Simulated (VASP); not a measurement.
Set up this calculation in VASP 6.6.1, as the native input.

```
Task                   : relaxation of cell and atoms
Functional             : PBEsol
Potentials or basis    : VASP PAW PBE potentials, release 64 (Se)
Cutoff                 : 700 eV
k mesh                 : 21 × 21 × 21
Occupations            : gaussian, width 0.1 eV
Spin                   : no spin polarisation
Target pressure        : 75 GPa
Further INCAR settings : ALGO = Fast; EDIFF = 1e-07; IBRION = 2; EDIFFG = -0.002; NSW = 80; ISIF = 3
Target pressure        : 75 GPa
```

The structure of Se lies in POSCAR:

```
Se                                      
1.0
    1.9714104928      1.1381951079      0.9988824510
   -1.9714104928      1.1381951079      0.9988824510
   -0.0000000000     -2.2763902158      0.9988824510
  Se            
     1
Direct
     0.0000000000000000    0.0000000000000000    0.0000000000000000
```

This isn't the form of Se at room conditions, which is trigonal, of chains.

One way to write it, as run:

INCAR

```
ALGO = Fast
EDIFF = 1E-7
EDIFFG = -0.002
ENCUT = 700
GGA = PS
IBRION = 2
ISIF = 3
ISMEAR = 0
LASPH = T
LCHARG = F
LREAL = F
LWAVE = F
NELM = 60
NSW = 80
PREC = Accurate
PSTRESS = 750.0
SIGMA = 0.1
```

KPOINTS

```
k-points
0
Gamma
  21 21 21
```

Potentials or basis: VASP PAW PBE potentials, release 64 (Se).

Launch:

```sh
$ cat potpaw_PBE.64/Se/POTCAR > POTCAR
$ mpirun -np 1 vasp_std > vasp.out
```

It gave:

```json
{
 "Pressure after relaxing": "75.0 GPa",
 "Band gap on the k mesh": "none (metal or under the smearing width)"
}
```

Caveat: the relaxation stopped at its first step, so nothing moved; the cell is relaxed towards a set pressure, so the enthalpy falls and the energy may rise; the PAW data sets were made with another functional, which shifts forces and pressure a little.

Wall time 72 s on 1 thread of Intel(R) Xeon(R) Platinum 8488C (Sapphire Rapids), on a shared host, peak memory 0.25 GiB.
